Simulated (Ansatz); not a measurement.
What strain does to Mg2Si (antifluorite)

Mg2Si (antifluorite), relaxed with r2SCAN in the plane-wave code Ansatz. The symmetry is Fm-3m (No. 225, cubic); conventional cell a = 6.338 Å, 21.22 Å³ an atom. Si is surrounded by 8 Mg at 2.74 Å; Mg is surrounded by 4 Si at 2.74 Å.

The axes x, y and z are those of this cell:
```xyz
3
Lattice="0.0000 3.1690 3.1690 3.1690 0.0000 3.1690 3.1690 3.1690 0.0000" Properties=species:S:1:pos:R:3 pbc="T T T"
Si    0.0000    0.0000    0.0000
Mg    1.5845    1.5845    1.5845
Mg    4.7534    4.7534    4.7534
```

Unstrained: The r2SCAN gap is indirect, 0.445 eV (Γ to X), below the direct gap of 2.481 eV at X. HSE06 gives an indirect gap of 0.562 eV, from Γ to X; the least direct gap is 2.538 eV at Γ. Meshes: r2SCAN 8×8×8, HSE06 6×6×6. Strains are changes of length per length. After each strain the atoms were relaxed again with r2SCAN within the symmetry that the strain leaves, so tilts or polar shifts that break it weren't tested; points keep the names that they have in the unstrained zone. Spin-unpolarised throughout; all numbers are computed.

Changes of the least gap in eV (an overlap counts as a negative gap):
```
                          strain  volume change (%)  space group  r2SCAN   HSE06  energy rise, r2SCAN (meV/atom)
isotropic -4.0 % on every length              -11.5        Fm-3m  -0.154  -0.149                            62.6
isotropic -3.0 % on every length               -8.7        Fm-3m  -0.111  -0.107                            34.2
isotropic -2.0 % on every length               -5.9        Fm-3m  -0.071  -0.069                            14.7
isotropic -1.0 % on every length               -3.0        Fm-3m  -0.034  -0.033                             3.6
isotropic +1.0 % on every length               +3.0        Fm-3m  +0.032  +0.031                             3.4
isotropic +2.0 % on every length               +6.1        Fm-3m  +0.061  +0.059                            13.1
isotropic +3.0 % on every length               +9.3        Fm-3m  +0.089  +0.084                            28.6
isotropic +4.0 % on every length              +12.5        Fm-3m  +0.113  +0.102                            49.3
```

Isotropic -4.0 % on every length. HSE06: the gap goes from 0.562 to 0.413 eV (-0.149 eV). Stress change with r2SCAN, compression positive: xx +9.07, yy +9.07, zz +9.07 GPa. For HSE06, dE_g/d ln V = 1.2 eV over this step.

Isotropic -3.0 % on every length. HSE06: the gap goes from 0.562 to 0.455 eV (-0.107 eV). Stress change with r2SCAN, compression positive: xx +6.37, yy +6.37, zz +6.37 GPa. For HSE06, dE_g/d ln V = 1.2 eV over this step.

Isotropic -2.0 % on every length. HSE06: the gap goes from 0.562 to 0.493 eV (-0.069 eV). Stress change with r2SCAN, compression positive: xx +3.98, yy +3.98, zz +3.98 GPa. For HSE06, dE_g/d ln V = 1.1 eV over this step.

Isotropic -1.0 % on every length. HSE06: the gap goes from 0.562 to 0.529 eV (-0.033 eV). Stress change with r2SCAN, compression positive: xx +1.86, yy +1.86, zz +1.86 GPa. For HSE06, dE_g/d ln V = 1.1 eV over this step.

Isotropic +1.0 % on every length. HSE06: the gap goes from 0.562 to 0.593 eV (+0.031 eV). Stress change with r2SCAN, compression positive: xx -1.64, yy -1.64, zz -1.64 GPa. For HSE06, dE_g/d ln V = 1.0 eV over this step.

Isotropic +2.0 % on every length. HSE06: the gap goes from 0.562 to 0.621 eV (+0.059 eV). Stress change with r2SCAN, compression positive: xx -3.07, yy -3.07, zz -3.07 GPa. For HSE06, dE_g/d ln V = 1.0 eV over this step.

Isotropic +3.0 % on every length. HSE06: the gap goes from 0.562 to 0.646 eV (+0.084 eV). Stress change with r2SCAN, compression positive: xx -4.32, yy -4.32, zz -4.32 GPa. For HSE06, dE_g/d ln V = 1.0 eV over this step.

Isotropic +4.0 % on every length. HSE06: the gap goes from 0.562 to 0.664 eV (+0.102 eV). Stress change with r2SCAN, compression positive: xx -5.41, yy -5.41, zz -5.41 GPa. For HSE06, dE_g/d ln V = 0.9 eV over this step.

The meshes of the hybrids are coarse, so their gaps aren't converged to the digits shown.
